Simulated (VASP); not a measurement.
# Al (Fm-3m) in VASP: band structure with PBE

Aim: the band structure of Al with PBE.

All numbers are computed with VASP 6.6.1; they aren't measurements. Logs are shortened: lines on timing, memory, paths and dates and some standing lists are left out, and cuts for length are marked.

### Step 1. Starting point

Symmetry: Fm-3m, No. 225, cubic system. Conventional cell: a = 4.041 Å, b = 4.041 Å, c = 4.041 Å, α = 90.00°, β = 90.00°, γ = 90.00°. Al (site symmetry m-3m) is surrounded by 12 Al at 2.86 Å.

### Step 2. Band structure, PBE

POSCAR reads:

```
Al
1.0
    0.0000000000      2.0207280000      2.0207280000
    2.0207280000      0.0000000000      2.0207280000
    2.0207280000      2.0207280000      0.0000000000
Al
1
Direct
    0.0000000000      0.0000000000      0.0000000000
```

INCAR.step1 reads:

```
SYSTEM = Al
PREC     = Accurate       ! precision mode
ENCUT    = 520            ! plane-wave cutoff, eV
EDIFF    = 1E-6           ! SCF threshold, eV
ISMEAR   = 0              ! smearing method
SIGMA    = 0.1            ! smearing width, eV
LREAL    = .FALSE.        ! projectors in reciprocal space
LASPH    = .TRUE.         ! aspherical terms in the spheres
NELM     = 60             ! most SCF steps
ALGO     = Normal         ! electronic algorithm
ISIF     = 2              ! what is computed and relaxed
LWAVE    = .FALSE.        ! write WAVECAR
LCHARG   = .TRUE.         ! write CHGCAR
GGA      = PE             ! functional
```

KPOINTS.step1 reads:

```
Automatic mesh
0
G
  18 18 18
  0 0 0
```

INCAR.step2 reads:

```
SYSTEM = Al
PREC     = Accurate       ! precision mode
ENCUT    = 520            ! plane-wave cutoff, eV
EDIFF    = 1E-6           ! SCF threshold, eV
ISMEAR   = 0              ! smearing method
SIGMA    = 0.05           ! smearing width, eV
LREAL    = .FALSE.        ! projectors in reciprocal space
LASPH    = .TRUE.         ! aspherical terms in the spheres
NELM     = 60             ! most SCF steps
ALGO     = Normal         ! electronic algorithm
ISIF     = 2              ! what is computed and relaxed
LWAVE    = .FALSE.        ! write WAVECAR
LCHARG   = .FALSE.        ! write CHGCAR
GGA      = PE             ! functional
ICHARG   = 11             ! starting density
```

KPOINTS.step2 reads:

```
path GXWKGLUWLK,UX
15
line-mode
reciprocal
 0.0000000000  0.0000000000  0.0000000000  G
 0.5000000000  0.0000000000  0.5000000000  X

 0.5000000000  0.0000000000  0.5000000000  X
 0.5000000000  0.2500000000  0.7500000000  W

 0.5000000000  0.2500000000  0.7500000000  W
 0.3750000000  0.3750000000  0.7500000000  K

 0.3750000000  0.3750000000  0.7500000000  K
 0.0000000000  0.0000000000  0.0000000000  G

 0.0000000000  0.0000000000  0.0000000000  G
 0.5000000000  0.5000000000  0.5000000000  L

 0.5000000000  0.5000000000  0.5000000000  L
 0.6250000000  0.2500000000  0.6250000000  U

 0.6250000000  0.2500000000  0.6250000000  U
 0.5000000000  0.2500000000  0.7500000000  W

 0.5000000000  0.2500000000  0.7500000000  W
 0.5000000000  0.5000000000  0.5000000000  L

 0.5000000000  0.5000000000  0.5000000000  L
 0.3750000000  0.3750000000  0.7500000000  K

 0.6250000000  0.2500000000  0.6250000000  U
 0.5000000000  0.0000000000  0.5000000000  X
```

Potentials or basis: VASP PAW PBE potentials, release 64 (Al).

Started as:

```bash
$ cat potpaw_PBE.64/Al/POTCAR > POTCAR
$ cp INCAR.step1 INCAR
$ cp KPOINTS.step1 KPOINTS
$ mpirun -np 1 vasp_std > vasp.out
$ cp INCAR.step2 INCAR
$ cp KPOINTS.step2 KPOINTS
$ mpirun -np 1 vasp_std > vasp.out
```

OUTCAR:

```text
SYSTEM = Al
   PREC = Accurate
   ENCUT = 520
   EDIFF = 1E-6
   ISMEAR = 0
   LREAL = .FALSE.
   LASPH = .TRUE.
   NELM = 60
   ISIF = 2
   GGA = PE
   ICHARG = 11

 ion  position               nearest neighbor table
   1  0.000  0.000  0.000-

  LATTYP: Found a face centered cubic cell.
 ALAT       =     4.0414560000

  Lattice vectors:

 A1 = (   0.0000000000,   2.0207280000,   2.0207280000)
 A2 = (   2.0207280000,   0.0000000000,   2.0207280000)
 A3 = (   2.0207280000,   2.0207280000,   0.0000000000)

Analysis of symmetry for initial positions (statically):
=====================================================================
 Subroutine PRICEL returns:
 Original cell was already a primitive cell.

 Routine SETGRP: Setting up the symmetry group for a
 face centered cubic supercell.

 Subroutine GETGRP returns: Found 48 space group operations
 (whereof 48 operations were pure point group operations)
 out of a pool of 48 trial point group operations.

The static configuration has the point symmetry O_h .

Analysis of symmetry for dynamics (positions and initial velocities):
=====================================================================
 Subroutine PRICEL returns:
 Original cell was already a primitive cell.

 Routine SETGRP: Setting up the symmetry group for a
 face centered cubic supercell.

 Subroutine GETGRP returns: Found 48 space group operations
 (whereof 48 operations were pure point group operations)
 out of a pool of 48 trial point group operations.

The dynamic configuration has the point symmetry O_h .

 Subroutine INISYM returns: Found 48 space group operations
 (whereof 48 operations are pure point group operations),
 and found     1 'primitive' translations

----------------------------------------------------------------------------------------

                                     Primitive cell

  volume of cell :      16.5026

  direct lattice vectors                    reciprocal lattice vectors
     0.000000000  2.020728000  2.020728000    -0.247435578  0.247435578  0.247435578
     2.020728000  0.000000000  2.020728000     0.247435578 -0.247435578  0.247435578
     2.020728000  2.020728000  0.000000000     0.247435578  0.247435578 -0.247435578

  length of vectors
     2.857740943  2.857740943  2.857740943     0.428570992  0.428570992  0.428570992

  position of ions in fractional coordinates (direct lattice)
     0.000000000  0.000000000  0.000000000

  ion indices of the primitive-cell ions
   primitive index   ion index
                 1           1

----------------------------------------------------------------------------------------

 KPOINTS: path GXWKGLUWLK,UX

Interpolating k-points between supplied coordinates.

 Line segments in fractional coordinates (reciprocal lattice):
    0.000000  0.000000  0.000000  ...  0.500000  0.000000  0.500000
    0.500000  0.000000  0.500000  ...  0.500000  0.250000  0.750000
    0.500000  0.250000  0.750000  ...  0.375000  0.375000  0.750000
    0.375000  0.375000  0.750000  ...  0.000000  0.000000  0.000000
    0.000000  0.000000  0.000000  ...  0.500000  0.500000  0.500000
    0.500000  0.500000  0.500000  ...  0.625000  0.250000  0.625000
    0.625000  0.250000  0.625000  ...  0.500000  0.250000  0.750000
    0.500000  0.250000  0.750000  ...  0.500000  0.500000  0.500000
    0.500000  0.500000  0.500000  ...  0.375000  0.375000  0.750000
    0.625000  0.250000  0.625000  ...  0.500000  0.000000  0.500000

 Generated    15 points on each line segment, for a total of    150 k-points:

 Following reciprocal coordinates:
            Coordinates               Weight
  0.000000  0.000000  0.000000      0.006667
  0.035714  0.000000  0.035714      0.006667
  0.071429  0.000000  0.071429      0.006667
  0.107143  0.000000  0.107143      0.006667
  0.142857  0.000000  0.142857      0.006667
  0.178571  0.000000  0.178571      0.006667
[... 16 lines left out ...]
  0.500000  0.125000  0.625000      0.006667
  0.500000  0.142857  0.642857      0.006667
 [... further k-points ...]
   k-points           NKPTS =    150   k-points in BZ     NKDIM =    150   number of bands    NBANDS=      5
   number of dos      NEDOS =    301   number of ions     NIONS =      1
   total plane-waves  NPLWV =  13824
   dimension x,y,z NGX =    24 NGY =   24 NGZ =   24
   dimension x,y,z NGXF=    48 NGYF=   48 NGZF=   48
   ions per type =               1
   NGX,Y,Z   is equivalent  to a cutoff of  13.96, 13.96, 13.96 a.u.
   NGXF,Y,Z  is equivalent  to a cutoff of  27.92, 27.92, 27.92 a.u.
 SYSTEM =  Al
   PREC   = accura    normal or accurate (medium, high low for compatibility)
   ISTART =      0    job   : 0-new  1-cont  2-samecut
   ICHARG =     11    charge: 1-file 2-atom 10-const
   ISPIN  =      1    spin polarized calculation?
   LNONCOLLINEAR =      F non collinear calculations
   LSORBIT =      F    spin-orbit coupling
   LASPH  =      T    aspherical Exc in radial PAW
   ENCUT  =  520.0 eV  38.22 Ry    6.18 a.u.   5.31  5.31  5.31*2*pi/ulx,y,z
   NELM   =     60;   NELMIN=  2; NELMDL=  0     # of ELM steps
   EDIFF  = 0.1E-05   stopping-criterion for ELM
   LREAL  =      F    real-space projection
   EDIFFG = 0.1E-04   stopping-criterion for IOM
   NSW    =      0    number of steps for IOM
   IBRION =     -1    ionic relax: 0-MD 1-quasi-New 2-CG
   NFREE  =      0    steps in history (QN), initial steepest desc. (CG)
   ISIF   =      2    stress and relaxation
   ISYM   =      2    0-nonsym 1-usesym 2-fastsym
   POTIM  = 0.5000    time-step for ionic-motion
   TEBEG  =    0.0;   TEEND  =   0.0 temperature during run
   PSTRESS=    0.0 pullay stress
   NELECT =       3.0000    total number of electrons
   NUPDOWN=      -1.0000    fix difference up-down
   EMIN   =  10.00;   EMAX   =-10.00  energy-range for DOS
   EFERMI =   0.00;   METHOD = LEGACY
   ISMEAR =     0;   SIGMA  =   0.05  broadening in eV -4-tet -1-fermi 0-gaus
   EFERMI_NEDOS =   21; number of points for ismear=-14 and -15
   IALGO  =     38    algorithm
   IMIX   =      4    mixing-type and parameters
     AMIX     =   0.40;   BMIX     =  1.00
     AMIX_MAG =   1.60;   BMIX_MAG =  1.00
  volume/ion in A,a.u.               =      16.50       111.37
  Fermi-wavevector in a.u.,A,eV,Ry     =   0.927394  1.752520 11.701810  0.860059
  Thomas-Fermi vector in A             =   2.053458
   LORBIT       =      0    0 simple, 1 ext, 2 COOP (PROOUT), +10 PAW based schemes
   GGA     = PE    functional components
   LHFCALC =     F    Hartree Fock is set to
   AEXX    =    0.0000 exact exchange contribution
   IVDW    =     0    specifies the selected vdW correction
   LEPSILON=     F    determine dielectric tensor
   LRPA    =     F    only Hartree local field effects (RPA)
 non-spin polarized calculation
 Gauss-broadening in eV      SIGMA  =   0.05
  energy-cutoff  :      520.00
  volume of cell :       16.50
 maximum number of plane-waves:       459
 NGX is ok and might be reduce to    24

 number of electron       3.0000000 magnetization

 Free energy of the ion-electron system (eV)
  ---------------------------------------------------
  ext. energy  EPLUGINS =         0.00000000
  ---------------------------------------------------
  free energy    TOTEN  =        -1.63532078 eV

  energy without entropy =       -1.63386922  energy(sigma->0) =       -1.63459500

 E-fermi :   6.8790     XC(G=0): -10.1959

 val. band max:        6.8778413333   @ k =   0.4375   0.3125   0.7500
 cond. band min:       6.8919709941   @ k =   0.5000   0.2679   0.7321
 fundamental gap:      0.0141296608
 Fermi energy:         6.8789812819

 k-point     1 :       0.0000    0.0000    0.0000
  band No.  band energies     occupation
      1      -3.1348      2.00000
      2      20.6168      0.00000
      3      20.6168      0.00000
      4      20.6168      0.00000
      5      22.1076      0.00000

 k-point     2 :       0.0357    0.0000    0.0357
  band No.  band energies     occupation
      1      -3.0886      2.00000
      2      20.0741      0.00000
      3      20.0741      0.00000
      4      20.2623      0.00000
      5      21.9931      0.00000

 k-point     3 :       0.0714    0.0000    0.0714
  band No.  band energies     occupation
      1      -2.9499      2.00000
      2      19.1949      0.00000
      3      19.1949      0.00000
      4      19.4834      0.00000
      5      21.6759      0.00000

 k-point     4 :       0.1071    0.0000    0.1071
  band No.  band energies     occupation
      1      -2.7192      2.00000
      2      18.3250      0.00000
      3      18.3250      0.00000
      4      18.5952      0.00000
      5      21.2165      0.00000

 k-point     5 :       0.1429    0.0000    0.1429
  band No.  band energies     occupation
      1      -2.3968      2.00000
      2      17.5132      0.00000
      3      17.5132      0.00000
      4      17.7184      0.00000
      5      20.6771      0.00000

 k-point     6 :       0.1786    0.0000    0.1786
  band No.  band energies     occupation
      1      -1.9833      2.00000
      2      16.7720      0.00000
      3      16.7720      0.00000
      4      16.8959      0.00000
      5      19.8412      0.00000

 k-point     7 :       0.2143    0.0000    0.2143
  band No.  band energies     occupation
      1      -1.4796      2.00000
      2      16.1060      0.00000
      3      16.1060      0.00000
      4      16.1456      0.00000
      5      18.0255      0.00000

 k-point     8 :       0.2500    0.0000    0.2500
  band No.  band energies     occupation
      1      -0.8868      2.00000
      2      15.4757      0.00000
      3      15.5171      0.00000
      4      15.5171      0.00000
      5      16.2568      0.00000

 k-point     9 :       0.2857    0.0000    0.2857
  band No.  band energies     occupation
      1      -0.2060      2.00000
      2      14.5488      0.00000
      3      14.8908      0.00000
      4      15.0063      0.00000
      5      15.0063      0.00000
[... 73 lines left out ...]
 k-point    19 :       0.5000    0.0536    0.5536
  band No.  band energies     occupation
      1       5.1704      2.00000
      2       6.4983      2.00000
      3      11.7180      0.00000
      4      12.9218      0.00000
      5      15.3230      0.00000

 k-point    20 :       0.5000    0.0714    0.5714
  band No.  band energies     occupation
      1       5.2445      2.00000
      2       6.5762      2.00000
      3      11.1968      0.00000
      4      12.5311      0.00000
      5      15.9937      0.00000

 k-point    21 :       0.5000    0.0893    0.5893
  band No.  band energies     occupation
      1       5.3397      2.00000
      2       6.6760      2.00000
      3      10.6963      0.00000
      4      12.1173      0.00000
      5      16.6861      0.00000

 k-point    22 :       0.5000    0.1071    0.6071
  band No.  band energies     occupation
      1       5.4562      2.00000
      2       6.7973      1.97918
      3      10.2170      0.00000
      4      11.6967      0.00000
      5      17.3997      0.00000

 k-point    23 :       0.5000    0.1250    0.6250
  band No.  band energies     occupation
      1       5.5938      2.00000
      2       6.9396      0.08665
      3       9.7590      0.00000
      4      11.2796      0.00000
      5      18.1341      0.00000

 k-point    24 :       0.5000    0.1429    0.6429
  band No.  band energies     occupation
      1       5.7527      2.00000
      2       7.1021      0.00000
      3       9.3224      0.00000
      4      10.8723      0.00000
      5      18.8889      0.00000

 [... further k-points ...]

------------------------ aborting loop because EDIFF is reached ----------------------------------------

  FORCE on cell =-STRESS in cart. coord.  units (eV):
  Direction    XX          YY          ZZ          XY          YZ          ZX
  --------------------------------------------------------------------------------------
  -------------------------------------------------------------------------------------
  Total        0.8259522      0.8259522      0.8259522      0.0000000     -0.0000000      0.0000000
  in kB       80.1884698     80.1884698     80.1884698      0.0000000     -0.0000000      0.0000000
  external PRESSURE =      80.1884698 kB  Pullay stress =       0.0000000 kB

 VOLUME and BASIS-vectors are now :
 -----------------------------------------------------------------------------
  energy-cutoff  :      520.00
  volume of cell :       16.50
      direct lattice vectors                 reciprocal lattice vectors
     0.000000000  2.020728000  2.020728000    -0.247435578  0.247435578  0.247435578
     2.020728000  0.000000000  2.020728000     0.247435578 -0.247435578  0.247435578
     2.020728000  2.020728000  0.000000000     0.247435578  0.247435578 -0.247435578

 POSITION                                       TOTAL-FORCE (eV/Angst)
 -----------------------------------------------------------------------------------
      0.00000      0.00000      0.00000         0.000000      0.000000      0.000000
 -----------------------------------------------------------------------------------
    total drift:                               -0.000000     -0.000000     -0.000000

  FREE ENERGIE OF THE ION-ELECTRON SYSTEM (eV)
  ---------------------------------------------------
  free  energy   TOTEN  =        -1.6353207764 eV

  energy  without entropy=       -1.6338692205  energy(sigma->0) =       -1.63459500
```

Run time: 36 s. Hardware: 1 thread of AMD EPYC 7R43 (Zen 3), shared host; peak memory 0.1 GiB.

Results:

| Item | Value |
| --- | --- |
| Band gap along the path | none (metal or under the smearing width) |

Levels at the corners of the path, in eV from the Fermi level:
| point | band 1 | band 2 | band 3 | band 4 | band 5 |
| --- | --- | --- | --- | --- | --- |
| Γ | -11.12 | 12.63 | 12.63 | 12.63 | 14.12 |
| X | -2.91 | -1.59 | 5.27 | 5.60 | 5.60 |
| X | -2.91 | -1.59 | 5.27 | 5.60 | 5.60 |
| W | -0.84 | -0.84 | 0.18 | 1.12 | 15.83 |
| W | -0.84 | -0.84 | 0.18 | 1.12 | 15.83 |
| K | -1.88 | -1.35 | -0.39 | 6.57 | 8.21 |
| K | -1.88 | -1.35 | -0.39 | 6.57 | 8.21 |
| Γ | -11.12 | 12.63 | 12.63 | 12.63 | 14.12 |
| Γ | -11.12 | 12.63 | 12.63 | 12.63 | 14.12 |
| L | -4.58 | -4.37 | 11.42 | 11.42 | 11.47 |
| L | -4.58 | -4.37 | 11.42 | 11.42 | 11.47 |
| U | -1.88 | -1.35 | -0.39 | 6.57 | 8.21 |
| U | -1.88 | -1.35 | -0.39 | 6.57 | 8.21 |
| W | -0.84 | -0.84 | 0.18 | 1.12 | 15.83 |
| W | -0.84 | -0.84 | 0.18 | 1.12 | 15.83 |
| L | -4.58 | -4.37 | 11.42 | 11.42 | 11.47 |
| L | -4.58 | -4.37 | 11.42 | 11.43 | 11.47 |
| K | -1.88 | -1.35 | -0.39 | 6.57 | 8.21 |
| U | -1.88 | -1.35 | -0.39 | 6.57 | 8.21 |
| X | -2.91 | -1.59 | 5.27 | 5.60 | 5.60 |

Caveat: the log is that of the step along the path at fixed density, whose energy, stress, charges and moments have no meaning.
